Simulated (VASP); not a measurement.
# MgO (F-43m) in VASP: a series of runs

Runs on MgO. Level: PBE. Tasks: G0W0 quasiparticle levels, QSGW quasiparticle levels.

All numbers are computed with VASP 6.6.1; they aren't measurements. Logs are shortened: lines on timing, memory, paths and dates and some standing lists are left out, and cuts for length are marked.

## Step 1: The crystal as given

The structure is cubic, space group F-43m (No. 216). The conventional cell has a = 4.612 Å, b = 4.612 Å, c = 4.612 Å, α = 90.00°, β = 90.00°, γ = 90.00°. Around Mg (site symmetry -43m) lie 4 O at 2.00 Å. O (site symmetry -43m) has 4 Mg at 2.00 Å as nearest neighbours.

The cell was built by a generator and needn't be a form met in nature.

## Step 2: G0W0 quasiparticle levels, PBE

Contents of POSCAR:

```
MgO
1.0
    0.0000000000      2.3061600000      2.3061600000
    2.3061600000      0.0000000000      2.3061600000
    2.3061600000      2.3061600000      0.0000000000
Mg O
1 1
Direct
    0.5000000000      0.5000000000      0.5000000000
    0.7500000000      0.7500000000      0.7500000000
```

Contents of INCAR.step1:

```
SYSTEM = MgO
  PREC = Accurate
  ENCUT = 500
  EDIFF = 1E-8
  ISMEAR = 0
  SIGMA = 0.01
  LREAL = .FALSE.
  LASPH = .TRUE.
  NELM = 80
  ALGO = Normal
  LWAVE = .TRUE.
  LCHARG = .FALSE.
  GGA = PE
```

Contents of INCAR.step2:

```
SYSTEM = MgO
  PREC = Accurate
  ENCUT = 500
  EDIFF = 1E-8
  ISMEAR = 0
  SIGMA = 0.01
  LREAL = .FALSE.
  LASPH = .TRUE.
  NELM = 1
  ALGO = Exact
  LWAVE = .TRUE.
  LCHARG = .FALSE.
  GGA = PE
  NBANDS = 161
  LOPTICS = .TRUE.
  ISTART = 1
```

Contents of INCAR.step3:

```
SYSTEM = MgO
  PREC = Accurate
  ENCUT = 500
  EDIFF = 1E-8
  ISMEAR = 0
  SIGMA = 0.01
  LREAL = .FALSE.
  LASPH = .TRUE.
  ALGO = EVGW0
  LWAVE = .FALSE.
  LCHARG = .FALSE.
  GGA = PE
  NELMGW = 1
  NBANDS = 161
  ENCUTGW = 200
  NOMEGA = 64
  PRECFOCK = Fast
  ISTART = 1
  NBANDSGW = 12
```

Contents of KPOINTS:

```
Automatic mesh
0
G
  5 5 5
  0 0 0
```

Potentials or basis: VASP PAW PBE potentials, release 64 (Mg_GW, O_GW).

Run with:

```bash
> cat potpaw_PBE.64/Mg_GW/POTCAR potpaw_PBE.64/O_GW/POTCAR > POTCAR
> cp INCAR.step1 INCAR
> mpirun -np 1 vasp_std > vasp.out
> cp INCAR.step2 INCAR
> mpirun -np 1 vasp_std > vasp.out
> cp INCAR.step3 INCAR
> mpirun -np 1 vasp_std > vasp.out
```

OUTCAR:

```text
SYSTEM = MgO
   PREC = Accurate
   ENCUT = 500
   EDIFF = 1E-8
   ISMEAR = 0
   LREAL = .FALSE.
   LASPH = .TRUE.
   GGA = PE
   NELMGW = 1
   ENCUTGW = 200
   PRECFOCK = Fast
   ISTART = 1

 ion  position               nearest neighbor table
   1  0.500  0.500  0.500-   2 2.00   2 2.00   2 2.00   2 2.00
   2  0.750  0.750  0.750-   1 2.00   1 2.00   1 2.00   1 2.00

  LATTYP: Found a face centered cubic cell.
 ALAT       =     4.6123200000

  Lattice vectors:

 A1 = (   0.0000000000,   2.3061600000,   2.3061600000)
 A2 = (   2.3061600000,   0.0000000000,   2.3061600000)
 A3 = (   2.3061600000,   2.3061600000,   0.0000000000)

Analysis of symmetry for initial positions (statically):
=====================================================================
 Subroutine PRICEL returns:
 Original cell was already a primitive cell.

 Routine SETGRP: Setting up the symmetry group for a
 face centered cubic supercell.

 Subroutine GETGRP returns: Found 24 space group operations
 (whereof 24 operations were pure point group operations)
 out of a pool of 48 trial point group operations.

The static configuration has the point symmetry T_d .

Analysis of symmetry for dynamics (positions and initial velocities):
=====================================================================
 Subroutine PRICEL returns:
 Original cell was already a primitive cell.

 Routine SETGRP: Setting up the symmetry group for a
 face centered cubic supercell.

 Subroutine GETGRP returns: Found 24 space group operations
 (whereof 24 operations were pure point group operations)
 out of a pool of 48 trial point group operations.

The dynamic configuration has the point symmetry T_d .

 Subroutine INISYM returns: Found 24 space group operations
 (whereof 24 operations are pure point group operations),
 and found     1 'primitive' translations

----------------------------------------------------------------------------------------

[... 74 lines left out ...]
   LASPH  =      T    aspherical Exc in radial PAW
   ENCUT  =  500.0 eV  36.75 Ry    6.06 a.u.   5.95  5.95  5.95*2*pi/ulx,y,z
   NELM   =     60;   NELMIN=  2; NELMDL=  0     # of ELM steps
   EDIFF  = 0.1E-07   stopping-criterion for ELM
   LREAL  =      F    real-space projection
   EDIFFG = 0.1E-06   stopping-criterion for IOM
   NSW    =      0    number of steps for IOM
   IBRION =     -1    ionic relax: 0-MD 1-quasi-New 2-CG
   NFREE  =      0    steps in history (QN), initial steepest desc. (CG)
   ISIF   =      0    stress and relaxation
   ISYM   =      3    0-nonsym 1-usesym 2-fastsym
   POTIM  = 0.5000    time-step for ionic-motion
   TEBEG  =    0.0;   TEEND  =   0.0 temperature during run
   PSTRESS=    0.0 pullay stress
   NELECT =       8.0000    total number of electrons
   NUPDOWN=      -1.0000    fix difference up-down
   EMIN   =  10.00;   EMAX   =-10.00  energy-range for DOS
   EFERMI =   0.00;   METHOD = LEGACY
   ISMEAR =     0;   SIGMA  =   0.01  broadening in eV -4-tet -1-fermi 0-gaus
   EFERMI_NEDOS =   21; number of points for ismear=-14 and -15
   IALGO  =     38    algorithm
   IMIX   =      4    mixing-type and parameters
     AMIX     =   0.40;   BMIX     =  1.00
     AMIX_MAG =   1.60;   BMIX_MAG =  1.00
  volume/ion in A,a.u.               =      12.27        82.77
  Fermi-wavevector in a.u.,A,eV,Ry     =   1.126865  2.129467 17.277028  1.269826
  Thomas-Fermi vector in A             =   2.263549
   LORBIT       =      0    0 simple, 1 ext, 2 COOP (PROOUT), +10 PAW based schemes
   GGA     = PE    functional components
   LHFCALC =     T    Hartree Fock is set to
   PRECFOCK=fast      Normal, Fast or Accurate (Low or Medium for compatibility)
   ENCUT4O =  -1.0   cutoff for four orbital integrals eV
   NKREDX  =     1    reduce k-point grid by
   NKREDY  =     1    reduce k-point grid by
   NKREDZ  =     1    reduce k-point grid by
   AEXX    =    1.0000 exact exchange contribution
   HFSCREEN=    0.0000 screening length (either q_TF or 0.3 A-1)
   HFSCREENC=   0.0000 screening length for correlation (either q_TF or 0.3 A-1)
   ENCUTFOCK=  -1.0 apply spherical cutoff to Coloumb kernel
   IVDW    =     0    specifies the selected vdW correction
   LEPSILON=     F    determine dielectric tensor
   LRPA    =     F    only Hartree local field effects (RPA)
   LRPAFORCE           =     F    calculate RPA forces
   ENCUTGW             = 200.0    cutoff for response function in eV
   ENCUTGWSOFT         = 160.0    soft cutoff for Coulomb kernel in GW response function in eV
   ENCUTLF             =  -1.0    cutoff for local field effects
   NELMGW              =     1    number of iterations in solving QP/BSE equation
   NELMHF              =     1    number of iterations in the inner HF iteration
   NKREDLFX            =     1    NKREDLFY  =   1   NKREDLFZ  =   1
 non-spin polarized calculation
 Gauss-broadening in eV      SIGMA  =   0.01
  energy-cutoff  :      500.00
  volume of cell :       24.53
 maximum number of plane-waves:       635
  NGX = 14; NGY = 14; NGZ = 14
   NGX = 11   NGY = 11   NGZ = 11
 maximum number of plane-waves:       169

 QP shifts <psi_nk| G(iteration)W_0 |psi_nk>: iteration 1
 for sc-GW calculations column KS-energies equals QP-energies in previous step
 and V_xc(KS)=  KS-energies - (<T + V_ion + V_H > + <T+V_H+V_ion>^1  + <V_x>^1)

 k-point   1 :       0.0000    0.0000    0.0000
  band No.  KS-energies  QP-energies   sigma(KS)   V_xc(KS)     V^pw_x(r,r')   Z            occupation Imag(sigma)

      1     -15.1925     -17.3248     -21.6951     -18.5999     -30.2456       0.6889       2.0000       1.0458
      2       0.6241      -0.7990     -20.8372     -18.9290     -24.5722       0.7458       2.0000       0.0616
      3       0.6241      -0.7990     -20.8372     -18.9290     -24.5722       0.7458       2.0000       0.0616
      4       0.6241      -0.7990     -20.8372     -18.9290     -24.5722       0.7458       2.0000       0.0616
      5       4.0909       4.9026      -8.7023      -9.6873      -5.7309       0.8241       0.0000      -0.0567
      6      17.0569      18.2729      -6.9166      -8.4353      -2.5727       0.8007       0.0000      -0.1270
      7      17.0569      18.2729      -6.9166      -8.4353      -2.5727       0.8007       0.0000      -0.1270
      8      17.0569      18.2729      -6.9166      -8.4353      -2.5727       0.8007       0.0000      -0.1270
      9      20.6509      21.8791      -7.1395      -8.6770      -2.5721       0.7989       0.0000      -0.2691
     10      20.6509      21.8791      -7.1395      -8.6770      -2.5721       0.7989       0.0000      -0.2691
     11      20.6771      21.4167      -7.2145      -8.1906      -2.0196       0.7578       0.0000      -0.5542
     12      20.6771      21.4167      -7.2145      -8.1906      -2.0196       0.7578       0.0000      -0.5542
[... 132 lines left out ...]
      1     -14.4297     -16.4856     -22.7184     -19.6672     -31.1891       0.6738       2.0000       0.8954
      2      -1.4775      -3.1687     -17.9067     -15.5910     -21.7262       0.7303       2.0000       0.0801
      3      -0.6612      -2.2780     -19.1102     -16.9116     -22.9368       0.7354       2.0000       0.0718
      4      -0.0819      -1.6405     -19.7280     -17.6267     -23.4924       0.7418       2.0000       0.0642
      5       8.2879       9.2070      -8.5288      -9.6757      -4.9823       0.8013       0.0000      -0.0620
      6      11.7497      12.8399      -9.1125     -10.4964      -5.1286       0.7878       0.0000      -0.0886
      7      13.5469      14.9523      -9.0382     -10.8107      -4.7971       0.7929       0.0000      -0.1317
      8      15.2305      16.4424      -8.4317      -9.9695      -3.8484       0.7880       0.0000      -0.2357
      9      19.3671      20.5111      -7.3998      -8.8741      -2.5205       0.7759       0.0000      -0.3246
     10      21.5411      22.7435      -7.2710      -8.7554      -2.3477       0.8100       0.0000      -0.4722
     11      24.9356      26.5363      -8.6923     -10.6075      -3.3434       0.8358       0.0000      -0.9007
     12      26.4681      28.1932      -8.4200     -10.4949      -3.2229       0.8314       0.0000      -0.7668
```

OUTCAR.step2:

```text
SYSTEM = MgO
   PREC = Accurate
   ENCUT = 500
   EDIFF = 1E-8
[... 730 lines left out ...]
  --------------------------------------------------------------------------------------------------------------
     0.00000     3.15241     3.15241     3.15241    -0.00000    -0.00000    -0.00000
     2.51338     3.52400     3.52400     3.52400    -0.00000    -0.00000    -0.00000
     5.02676     5.64390     5.64390     5.64390    -0.00000    -0.00000    -0.00000
     7.54014     3.53589     3.53589     3.53589     0.00000    -0.00000     0.00000
    10.05352     2.39034     2.39034     2.39034     0.00000     0.00000     0.00000
    12.56690     0.21023     0.21023     0.21023     0.00000    -0.00000     0.00000
[... 92 lines left out ...]
   246.31123     0.99251     0.99251     0.99251     0.00000    -0.00000     0.00000
   248.82461     0.99268     0.99268     0.99268     0.00000    -0.00000     0.00000
```

Wall time 2.8 min (1 thread of Intel Xeon Platinum 8488C (Sapphire Rapids), shared host); peak memory 0.43 GiB.

Results:

| Quantity | Value |
| --- | --- |
| Band gap on the k mesh, mean-field level | 3.47 eV, direct |
| Quasiparticle gap | 5.70 eV |
| Least direct quasiparticle gap | 5.70 eV |

Levels at points of the mesh, in eV from the valence-band top:
| k point | band 1 | band 2 | band 3 | band 4 | band 5 | band 6 | band 7 | band 8 |
| --- | --- | --- | --- | --- | --- | --- | --- | --- |
| (0.00, 0.00, 0.00) | -15.82 | 0.00 | 0.00 | 0.00 | 3.47 | 16.43 | 16.43 | 16.43 |

Caveat: the k mesh is coarse (spacing up to 0.47 Å⁻¹), so the values aren't converged; bands, screening cutoff and mesh are small and nothing is extrapolated, so the quasiparticle values aren't converged.

[end of part 1 of 2]
